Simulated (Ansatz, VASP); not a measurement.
**Two plane-wave programs on Ge**

INCAR

```
SYSTEM = Ge
PREC = Accurate
ENCUT = 520
EDIFF = 1E-6
ISMEAR = -1
SIGMA = 0.1
LREAL = .False.
LASPH = .True.
NELM = 60
ALGO = Fast
ISIF = 2
LWAVE = .False.
LCHARG = .False.
GGA = B5
ALDAX = 1.0
AGGAX = 1.0
AGGAC = 1.0
ALDAC = 0.0
NBANDS = 13
```

Contents of KPOINTS:

```
Automatic mesh
0
Gamma
  18 18 18
  0 0 0
```

POSCAR

```
Ge
1.0
    2.9051392915      0.0000000000      0.0000000000
    0.0000000000      2.9051392915      0.0000000000
    0.0000000000      0.0000000000      2.9051392915
Ge
1
Direct
    0.0000000000      0.0000000000      0.0000000000
```

Input for Ansatz:

```yaml
crystal:
  lattice:
    - [2.9051392915, 0.0, 0.0]
    - [0.0, 2.9051392915, 0.0]
    - [0.0, 0.0, 2.9051392915]
  atoms:
    - { symbol: Ge, position: [0.0, 0.0, 0.0] }
hamiltonian:
  xc: blyp
  pseudopotentials:
    kind: paw
    azcp:
      Ge: "pseudopotentials/Ge.paw.azcp"
basis:
  ecutwfc: 420
  fft_grid_basis: typed
kpoints:
  mp_grid: { grid: [18, 18, 18], shift: [0, 0, 0] }
magnetization:
  spin_polarized: false
scf:
  occupations: { method: fermi_dirac, width: 0.1 }
output:
  stress: true
```

Alike in both runs: task single point; functional BLYP; k mesh 18 × 18 × 18; occupations fermi-dirac, width 0.1 eV; no spin polarisation.

|  | VASP | Ansatz |
| --- | --- | --- |
| version | VASP 6.6.1 | Ansatz 0.2.0 |
| potentials or method | VASP PAW PBE potentials, release 64 (Ge_d) | plane waves (420 eV) with PAW, scalar-relativistic |
| plane-wave cutoff (eV) | 520 | 420 |
| valence electrons in the cell | 14 | 14 |

Ansatz gave:

| Item | Value |
| --- | --- |
| pressure (GPa) | -4.5 |

Question: Which values does VASP return?

Answer: Pressure (GPa): -4.0.

Caveats: the PAW data sets were made with another functional, which shifts forces and pressure a little (VASP).
